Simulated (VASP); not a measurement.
A run of VASP 6.6.1 is set up as follows.

Contents of INCAR:

```
PREC = Accurate ; ENCUT = 520
EDIFF = 1E-6 ; ISMEAR = 0
SIGMA = 0.15 ; LREAL = False
LASPH = True ; NELM = 100
ALGO = Normal ; ISIF = 2
LWAVE = False ; LCHARG = False
GGA = PE ; IVDW = 12
NBANDS = 8
```

Contents of KPOINTS:

```
Automatic mesh
0
Gamma
  36 36 14
```

File POSCAR:

```
B
1.0
    1.7972032725      0.0000000000      0.0000000000
   -0.8986016362      1.5564236897      0.0000000000
    0.0000000000      0.0000000000      3.2621271370
B
1
Direct
    0.0000000000      0.0000000000      0.0000000000
```

Potentials or basis: VASP PAW PBE potentials, release 64 (B).

Launch:

```bash
$ cat potpaw_PBE.64/B/POTCAR > POTCAR
$ mpirun -np 1 vasp_std > vasp.out
```

**Question.** Predict the dispersion energy per atom.

**Answer.** -0.161 eV.

**Question.** What does it give for the pressure?

**Answer.** -24.4 GPa.

**Question.** What does it give for the band gap on the k mesh?

**Answer.** None (metal or under the smearing width).

Stress tensor (GPa, compression positive):
```
-37.57   0.00   0.00
  0.00 -37.57   0.00
  0.00   0.00   1.83
```

Caveat: so large a pressure means that the cell lies far from this level's equilibrium, or that cutoff or potentials fall short; pairwise dispersion overbinds metals, which lowers pressure and volume.
